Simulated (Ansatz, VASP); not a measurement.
**Pt: VASP beside Ansatz**

```
Pt
1.0
     0.00000    1.98506    1.88580
     1.98506    0.00000    1.88580
     1.98506    1.98506    0.00000
Pt
1
Direct
  0.00000 0.00000 0.00000
```

Change from the starting cell: strain +0.000 along x and y, -0.050 along z, atoms carried along.

Alike in both runs: task single point; functional PBE; k mesh 26 × 26 × 26; occupations gaussian, width 0.15 eV; no spin polarisation.

|  | VASP | Ansatz |
| --- | --- | --- |
| version | VASP 6.6.1 | Ansatz 0.2.0 |
| potentials or method | VASP PAW PBE potentials, release 64 (Pt) | scalar-relativistic, plane waves, PAW |
| plane-wave cutoff (eV) | 520 | 420 |
| valence electrons in the cell | 10 | 18 |

```tsv
	VASP	Ansatz	Ansatz less VASP
gap on the k mesh at the Fermi level (eV)	none	none	-
pressure (GPa)	14.4	15.0	+0.58
largest component of the traceless stress (GPa)	2.99	3.01	+0.020
```

A gap of «none» marks a metal or a gap that the smearing closes. The two sets of potentials don't hold the same shells in valence.

Spin-orbit coupling is left out, which matters for the levels of Pt.
